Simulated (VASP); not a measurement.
# Nb (P6_3/mmc) in VASP: notebook

The runs below take Nb through single point, with PBE.

Program: VASP 6.6.1. These are calculated values, not measurements. Logs are shortened: lines on timing, memory, paths and dates and some standing lists are left out, and cuts for length are marked.

**1. The structure**

The structure is hexagonal, space group P6_3/mmc (No. 194). The conventional cell has a = 2.870 Å, b = 2.870 Å, c = 5.231 Å, α = 90.00°, β = 90.00°, γ = 120.00°. Nb (site symmetry -6m2) is surrounded by 12 Nb at 2.87 to 3.10 Å.

The cell was built by a generator and needn't be a form met in nature.

**2. Single point, PBE**

Input file INCAR:

```
SYSTEM = Nb
PREC = Accurate
ENCUT = 520
EDIFF = 1E-7
ISMEAR = 0
SIGMA = 0.05
LREAL = .FALSE.
LASPH = .TRUE.
NELM = 100
ALGO = Fast
ISIF = 2
LWAVE = .FALSE.
LCHARG = .FALSE.
GGA = PE
NBANDS = 20
```

Input file KPOINTS:

```
regular mesh
0
G
  16 16 10
  0 0 0
```

Input file POSCAR:

```
Nb
1.0
    2.8699023426      0.0000000000      0.0000000000
   -1.4349511713      2.4854083350      0.0000000000
    0.0000000000      0.0000000000      5.2313190846
Nb
2
Direct
    0.3333333333      0.6666666667      0.7500000000
    0.6666666667      0.3333333333      0.2500000000
```

Potentials or basis: VASP PAW PBE potentials, release 64 (Nb_sv).

Run with:

```
cat potpaw_PBE.64/Nb_sv/POTCAR > POTCAR
mpirun -np 1 vasp_std > vasp.out
```

OUTCAR:

```text
SYSTEM = Nb
   PREC = Accurate
   ENCUT = 520
   EDIFF = 1E-7
   ISMEAR = 0
   LREAL = .FALSE.
   LASPH = .TRUE.
   NELM = 100
   ISIF = 2
   GGA = PE

 ion  position               nearest neighbor table
   1  0.333  0.667  0.750-
   2  0.667  0.333  0.250-

  LATTYP: Found a hexagonal cell.
 ALAT       =     2.8699023426
 C/A-ratio  =     1.8228212880

  Lattice vectors:

 A1 = (   2.8699023426,   0.0000000000,   0.0000000000)
 A2 = (  -1.4349511713,   2.4854083350,   0.0000000000)
 A3 = (   0.0000000000,   0.0000000000,   5.2313190846)

Analysis of symmetry for initial positions (statically):
=====================================================================
 Subroutine PRICEL returns:
 Original cell was already a primitive cell.

 Routine SETGRP: Setting up the symmetry group for a
 hexagonal supercell.

 Subroutine GETGRP returns: Found 24 space group operations
 (whereof 12 operations were pure point group operations)
 out of a pool of 24 trial point group operations.

The static configuration has the point symmetry D_3d.
 The point group associated with its full space group is D_6h.

Analysis of symmetry for dynamics (positions and initial velocities):
=====================================================================
 Subroutine PRICEL returns:
 Original cell was already a primitive cell.

 Routine SETGRP: Setting up the symmetry group for a
 hexagonal supercell.

 Subroutine GETGRP returns: Found 24 space group operations
 (whereof 12 operations were pure point group operations)
 out of a pool of 24 trial point group operations.

The dynamic configuration has the point symmetry D_3d.
 The point group associated with its full space group is D_6h.

 Subroutine INISYM returns: Found 24 space group operations
 (whereof 12 operations are pure point group operations),
 and found     1 'primitive' translations

----------------------------------------------------------------------------------------

                                     Primitive cell

  volume of cell :      37.3144

  direct lattice vectors                    reciprocal lattice vectors
     2.869902343  0.000000000  0.000000000     0.348443912  0.201174187  0.000000000
    -1.434951171  2.485408335  0.000000000     0.000000000  0.402348373  0.000000000
     0.000000000  0.000000000  5.231319085     0.000000000  0.000000000  0.191156376

  length of vectors
     2.869902343  2.869902343  5.231319085     0.402348373  0.402348373  0.191156376

  position of ions in fractional coordinates (direct lattice)
     0.333333333  0.666666667  0.750000000
     0.666666667  0.333333333  0.250000000

  ion indices of the primitive-cell ions
   primitive index   ion index
                 1           1
                 2           2

----------------------------------------------------------------------------------------

 KPOINTS: regular mesh

Automatic generation of k-mesh.
 Grid dimensions read from file:
 generate k-points for:   16   16   10

 Generating k-lattice:

  Cartesian coordinates                     Fractional coordinates (reciprocal lattice)
     0.021777745  0.012573387  0.000000000     0.062500000 -0.000000000  0.000000000
     0.000000000  0.025146773  0.000000000     0.000000000  0.062500000  0.000000000
     0.000000000  0.000000000  0.019115638     0.000000000  0.000000000  0.100000000

  Length of vectors
     0.025146773  0.025146773  0.019115638

  Shift w.r.t. Gamma in fractional coordinates (k-lattice)
     0.000000000  0.000000000  0.000000000

 Subroutine IBZKPT returns following result:
 ===========================================

 Found    180 irreducible k-points:

 Following reciprocal coordinates:
            Coordinates               Weight
  0.000000  0.000000  0.000000      1.000000
  0.062500  0.000000  0.000000      6.000000
  0.125000  0.000000  0.000000      6.000000
  0.187500  0.000000  0.000000      6.000000
  0.250000  0.000000  0.000000      6.000000
  0.312500 -0.000000  0.000000      6.000000
[... 16 lines left out ...]
  0.187500  0.187500  0.000000      6.000000
  0.250000  0.187500  0.000000     12.000000
 [... further k-points ...]
   k-points           NKPTS =    180   k-points in BZ     NKDIM =    180   number of bands    NBANDS=     20
   number of dos      NEDOS =    301   number of ions     NIONS =      2
   total plane-waves  NPLWV =  23040
   dimension x,y,z NGX =    24 NGY =   24 NGZ =   40
   dimension x,y,z NGXF=    48 NGYF=   48 NGZF=   80
   ions per type =               2
   NGX,Y,Z   is equivalent  to a cutoff of  13.90, 13.90, 12.71 a.u.
   NGXF,Y,Z  is equivalent  to a cutoff of  27.81, 27.81, 25.42 a.u.
 SYSTEM =  Nb
   PREC   = accura    normal or accurate (medium, high low for compatibility)
   ISTART =      0    job   : 0-new  1-cont  2-samecut
   ICHARG =      2    charge: 1-file 2-atom 10-const
   ISPIN  =      1    spin polarized calculation?
   LNONCOLLINEAR =      F non collinear calculations
   LSORBIT =      F    spin-orbit coupling
   LASPH  =      T    aspherical Exc in radial PAW
   ENCUT  =  520.0 eV  38.22 Ry    6.18 a.u.   5.34  5.34  9.73*2*pi/ulx,y,z
   NELM   =    100;   NELMIN=  2; NELMDL= -5     # of ELM steps
   EDIFF  = 0.1E-06   stopping-criterion for ELM
   LREAL  =      F    real-space projection
   EDIFFG = 0.1E-05   stopping-criterion for IOM
   NSW    =      0    number of steps for IOM
   IBRION =     -1    ionic relax: 0-MD 1-quasi-New 2-CG
   NFREE  =      0    steps in history (QN), initial steepest desc. (CG)
   ISIF   =      2    stress and relaxation
   ISYM   =      2    0-nonsym 1-usesym 2-fastsym
   POTIM  = 0.5000    time-step for ionic-motion
   TEBEG  =    0.0;   TEEND  =   0.0 temperature during run
   PSTRESS=    0.0 pullay stress
   NELECT =      26.0000    total number of electrons
   NUPDOWN=      -1.0000    fix difference up-down
   EMIN   =  10.00;   EMAX   =-10.00  energy-range for DOS
   EFERMI =   0.00;   METHOD = LEGACY
   ISMEAR =     0;   SIGMA  =   0.05  broadening in eV -4-tet -1-fermi 0-gaus
   EFERMI_NEDOS =   21; number of points for ismear=-14 and -15
   IALGO  =     68    algorithm
   IMIX   =      4    mixing-type and parameters
     AMIX     =   0.40;   BMIX     =  1.00
     AMIX_MAG =   1.60;   BMIX_MAG =  1.00
  volume/ion in A,a.u.               =      18.66       125.90
  Fermi-wavevector in a.u.,A,eV,Ry     =   1.451356  2.742665 28.659773  2.106434
  Thomas-Fermi vector in A             =   2.568862
   LORBIT       =      0    0 simple, 1 ext, 2 COOP (PROOUT), +10 PAW based schemes
   GGA     = PE    functional components
   LHFCALC =     F    Hartree Fock is set to
   AEXX    =    0.0000 exact exchange contribution
   IVDW    =     0    specifies the selected vdW correction
   LEPSILON=     F    determine dielectric tensor
   LRPA    =     F    only Hartree local field effects (RPA)
 non-spin polarized calculation
 RMM-DIIS sequential band-by-band and
 Gauss-broadening in eV      SIGMA  =   0.05
  energy-cutoff  :      520.00
  volume of cell :       37.31
 maximum number of plane-waves:      1027
 NGX is ok and might be reduce to    24
   NGX = 11   NGY = 11   NGZ = 19

 number of electron      26.0000000 magnetization

 Free energy of the ion-electron system (eV)
  ---------------------------------------------------
  ext. energy  EPLUGINS =         0.00000000
  ---------------------------------------------------
  free energy    TOTEN  =       -19.82017521 eV

  energy without entropy =      -19.81638205  energy(sigma->0) =      -19.81827863

 E-fermi :  11.0539     XC(G=0): -12.3035

 val. band max:       11.0481320775   @ k =   0.2500   0.1250   0.4000
 cond. band min:      11.0580890331   @ k =   0.0625   0.0625   0.1000
 fundamental gap:      0.0099569556
 Fermi energy:        11.0539494086

 k-point     1 :       0.0000    0.0000    0.0000
  band No.  band energies     occupation
      1     -43.7006      2.00000
      2     -43.5758      2.00000
      3     -20.1824      2.00000
      4     -19.2558      2.00000
      5     -19.0352      2.00000
      6     -19.0352      2.00000
[... 12 lines left out ...]
     19      15.3002      0.00000
     20      15.3002      0.00000

 k-point     2 :       0.0625    0.0000    0.0000
  band No.  band energies     occupation
      1     -43.6920      2.00000
      2     -43.5693      2.00000
      3     -20.1672      2.00000
      4     -19.2563      2.00000
      5     -19.0866      2.00000
      6     -19.0488      2.00000
[... 12 lines left out ...]
     19      15.3443      0.00000
     20      15.6759      0.00000

 k-point     3 :       0.1250    0.0000    0.0000
  band No.  band energies     occupation
      1     -43.6676      2.00000
      2     -43.5510      2.00000
      3     -20.1229      2.00000
      4     -19.2585      2.00000
      5     -19.2322      2.00000
      6     -19.1498      2.00000
[... 12 lines left out ...]
     19      15.4335      0.00000
     20      16.5143      0.00000

 k-point     4 :       0.1875    0.0000    0.0000
  band No.  band energies     occupation
      1     -43.6305      2.00000
      2     -43.5238      2.00000
      3     -20.0536      2.00000
      4     -19.4476      2.00000
      5     -19.3618      2.00000
      6     -19.2643      2.00000
[... 12 lines left out ...]
     19      15.5057      0.00000
     20      17.5172      0.00000

 k-point     5 :       0.2500    0.0000    0.0000
  band No.  band energies     occupation
      1     -43.5856      2.00000
      2     -43.4922      2.00000
      3     -19.9661      2.00000
      4     -19.6974      2.00000
      5     -19.6035      2.00000
      6     -19.2765      2.00000
[... 12 lines left out ...]
     19      15.5374      0.00000
     20      18.5436      0.00000
[... 353 lines left out ...]
      6     -19.4693      2.00000
[... 12 lines left out ...]
     19      17.6907      0.00000
     20      19.9523      0.00000

 k-point    22 :       0.4375    0.1250    0.0000
  band No.  band energies     occupation
      1     -43.4475      2.00000
      2     -43.4133      2.00000
      3     -20.2676      2.00000
      4     -20.1439      2.00000
      5     -19.6385      2.00000
      6     -19.4868      2.00000
[... 12 lines left out ...]
     19      18.1559      0.00000
     20      19.4907      0.00000

 k-point    23 :       0.1875    0.1875    0.0000
  band No.  band energies     occupation
      1     -43.5284      2.00000
      2     -43.4546      2.00000
      3     -19.8637      2.00000
      4     -19.8508      2.00000
      5     -19.8462      2.00000
      6     -19.3533      2.00000
[... 12 lines left out ...]
     19      15.6218      0.00000
     20      20.1212      0.00000

 k-point    24 :       0.2500    0.1875    0.0000
  band No.  band energies     occupation
      1     -43.4899      2.00000
      2     -43.4322      2.00000
      3     -20.0154      2.00000
      4     -19.9609      2.00000
      5     -19.7567      2.00000
      6     -19.4611      2.00000
[... 12 lines left out ...]
     19      16.8028      0.00000
     20      20.3497      0.00000

 [... further k-points ...]
[... 5 lines left out ...]
  --------------------------------------------------------------------------------------
  -------------------------------------------------------------------------------------
  Total       -0.0266278     -0.0266278     -0.0586444      0.0000000      0.0000000      0.0000000
  in kB       -1.1433244     -1.1433244     -2.5180291      0.0000000      0.0000000      0.0000000
  external PRESSURE =      -1.6015593 kB  Pullay stress =       0.0000000 kB

 VOLUME and BASIS-vectors are now :
 -----------------------------------------------------------------------------
  energy-cutoff  :      520.00
  volume of cell :       37.31
      direct lattice vectors                 reciprocal lattice vectors
     2.869902343  0.000000000  0.000000000     0.348443912  0.201174187  0.000000000
    -1.434951171  2.485408335  0.000000000     0.000000000  0.402348373  0.000000000
     0.000000000  0.000000000  5.231319085     0.000000000  0.000000000  0.191156376

 POSITION                                       TOTAL-FORCE (eV/Angst)
 -----------------------------------------------------------------------------------
     -0.00000      1.65694      3.92349         0.000000      0.000000      0.000000
      1.43495      0.82847      1.30783        -0.000000     -0.000000      0.000000
 -----------------------------------------------------------------------------------
    total drift:                               -0.000000      0.000000     -0.000000

  FREE ENERGIE OF THE ION-ELECTRON SYSTEM (eV)
  ---------------------------------------------------
  free  energy   TOTEN  =       -19.8201752139 eV

  energy  without entropy=      -19.8163820463  energy(sigma->0) =      -19.81827863
```

Wall time 2.2 min (1 thread of Intel Xeon 6975P-C (Granite Rapids), shared host); peak memory 0.23 GiB.

What came out:

```yaml
Free_energy: -19.8202 eV
Pressure: -0.2 GPa
Band_gap_on_the_k_mesh: none (metal or under the smearing width)
```

Stress tensor (GPa, compression positive):
```
-0.11  0.00  0.00
 0.00 -0.11  0.00
 0.00  0.00 -0.25
```

**3. Single point, PBE**

INCAR: that of step 2 with these lines changed.

```diff
@@ -3,3 +3,3 @@
 ENCUT = 520
-EDIFF = 1E-7
+EDIFF = 1E-6
 ISMEAR = 0
```

Input file KPOINTS:

```
Automatic mesh
0
G
  16 16 10
  0 0 0
```

POSCAR is that of step 2.

Potentials or basis: VASP PAW PBE potentials, release 64 (Nb_sv).

Run with:

```
cat potpaw_PBE.64/Nb_sv/POTCAR > POTCAR
mpirun -np 1 vasp_std > vasp.out
```

Wall time 1.7 min (1 thread of Intel Xeon 6975P-C (Granite Rapids), shared host); peak memory 0.23 GiB.

Results (log left out):

| Quantity | Value |
| --- | --- |
| Free energy | -19.8455 eV |
| Pressure | -0.3 GPa |
| Band gap on the k mesh | none (metal or under the smearing width) |

Stress tensor (GPa, compression positive):
```
-0.24  0.00  0.00
 0.00 -0.24  0.00
 0.00  0.00 -0.40
```

Levels at points of the mesh, in eV from the Fermi level:
```csv
k point,band 9,band 10,band 11,band 12,band 13,band 14,band 15,band 16,band 17,band 18
"(0.00, 0.00, 0.00)",-6.22,-3.89,-0.96,0.32,0.32,0.44,0.77,0.77,2.55,2.55
"(0.50, 0.00, 0.00)",-3.61,-3.29,-3.24,-0.51,0.25,0.38,0.71,4.43,5.45,5.66
"(0.00, 0.00, 0.50)",-4.64,-4.64,-1.23,-1.23,0.38,0.38,0.38,0.38,3.64,3.64
"(0.50, 0.00, 0.50)",-3.79,-3.79,-2.37,-2.37,2.05,2.05,2.19,2.19,4.94,4.94
```
